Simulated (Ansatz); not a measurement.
## Density of states of SiC

```cif
data_structure
_symmetry_space_group_name_H-M 'P6_3mc'
_symmetry_Int_Tables_number 186
_cell_length_a 3.0760
_cell_length_b 3.0760
_cell_length_c 5.0480
_cell_angle_alpha 90.000
_cell_angle_beta 90.000
_cell_angle_gamma 120.000
_cell_volume 41.36
loop_
_atom_site_label
_atom_site_type_symbol
_atom_site_symmetry_multiplicity
_atom_site_Wyckoff_symbol
_atom_site_fract_x
_atom_site_fract_y
_atom_site_fract_z
_atom_site_occupancy
Si1 Si 2 b 0.33333 0.66667 0.00000 1
C1 C 2 b 0.33333 0.66667 0.38500 1
```

The runs use the primitive cell with vectors (3.076, 0.000, 0.000), (-1.538, 2.664, 0.000), (0.000, 0.000, 5.048) Å, to which the k mesh refers.

The geometry is COD entry 9008875, unchecked; take it as a test cell.

Theory: Ansatz 0.2.0, DFT, PBE, all-electron LAPW, scalar-relativistic.

Sampling and basis: a Γ-centred 15×15×8 k mesh, Fermi–Dirac smearing of 0.08 eV, basis error target 1 meV/atom, no spin polarisation.

(1) Which of the resolved shells contributes most in the top eV of the valence band?

(2) Tabulate the density of states.

Answers

(1) C 2p, with 86 % of all states there; Si 3p follows with 11 %.

(2) States per eV and cell, averaged over 0.6 eV, from -5.8 to 3.6 eV, with energies (bin centres) from the valence-band top; empty bins are left out. The partial columns, the largest 4 alone, are projections on Löwdin-orthogonalised atomic shells (those that the program's projection atoms carry: the occupied ones and, for some elements, an empty d or f shell; other empty shells have no column), summed over atoms of an element. Weights on diffuse s and p shells depend on that basis and aren't pure angular character.
| E (eV) | total | C 2p | Si 3p | C 2s | Si 3s |
| --- | --- | --- | --- | --- | --- |
| -5.6 | 1.16 | 0.61 | 0.34 | 0.09 | 0.11 |
| -5.0 | 1.25 | 0.69 | 0.37 | 0.09 | 0.10 |
| -4.4 | 1.48 | 0.85 | 0.44 | 0.08 | 0.09 |
| -3.8 | 1.60 | 0.97 | 0.48 | 0.07 | 0.08 |
| -3.2 | 2.00 | 1.26 | 0.58 | 0.06 | 0.07 |
| -2.6 | 2.08 | 1.39 | 0.56 | 0.05 | 0.06 |
| -2.0 | 2.72 | 1.95 | 0.66 | 0.04 | 0.04 |
| -1.4 | 1.67 | 1.28 | 0.33 | 0.01 | 0.02 |
| -0.8 | 0.80 | 0.66 | 0.11 | 0.00 | 0.00 |
| -0.2 | 0.18 | 0.16 | 0.01 | 0.00 | 0.00 |
| 2.8 | 0.25 | 0.03 | 0.11 | 0.03 | 0.03 |
| 3.4 | 1.11 | 0.14 | 0.47 | 0.18 | 0.10 |
